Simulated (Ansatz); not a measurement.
A run of Ansatz 0.2.0 is set up as follows.

input.yaml

```yaml
crystal:
  lattice:
    - [3.3717, 0.0, 0.0]
    - [-1.68585, 2.9199778539, 0.0]
    - [0.0, 0.0, 5.3855]
  atoms:
    - { symbol: Mn, position: [0.6666666667, 0.3333333333, 0.51096], spin: 4.0 }
    - { symbol: Mn, position: [0.3333333333, 0.6666666667, 0.01096], spin: -2.0 }
    - { symbol: O, position: [0.6666666667, 0.3333333333, 0.87547] }
    - { symbol: O, position: [0.3333333333, 0.6666666667, 0.37547] }
hamiltonian:
  xc: pbe
  pseudopotentials: { kind: paw }
magnetization:
  spin_polarized: true
kpoints:
  mp_grid: { grid: [9, 9, 5] }
scf:
  occupations: { method: fermi_dirac, width: 0.05 }
output:
  forces: true
  stress: true
  eigenvalues: true
```

Potentials or basis: Ansatz PAW.

Command:

```bash
$ ansatz run input.yaml --threads 2 --pin off --max-ram 5632MiB --backend cpu --events-out ev --progress --plain --runs-dir out
```

Task: Predict the largest force.

Result: 0.083 eV/Å.

Task: What does it give for the band gap on the k mesh?

Result: None (metal or under the smearing width).

Stress tensor (GPa, compression positive):
```
-0.54  0.00  0.00
 0.00 -0.54  0.00
 0.00  0.00 -0.24
```

Caveat: the pressure holds a Pulay correction of +0.5 GPa for the finite cutoff; semilocal functionals often make such compounds metallic where correlation or magnetic order opens a gap, which also shifts bond lengths. With open d or f shells a metallic result of PBE can be an artefact of self-interaction; +U or a hybrid may open a gap.
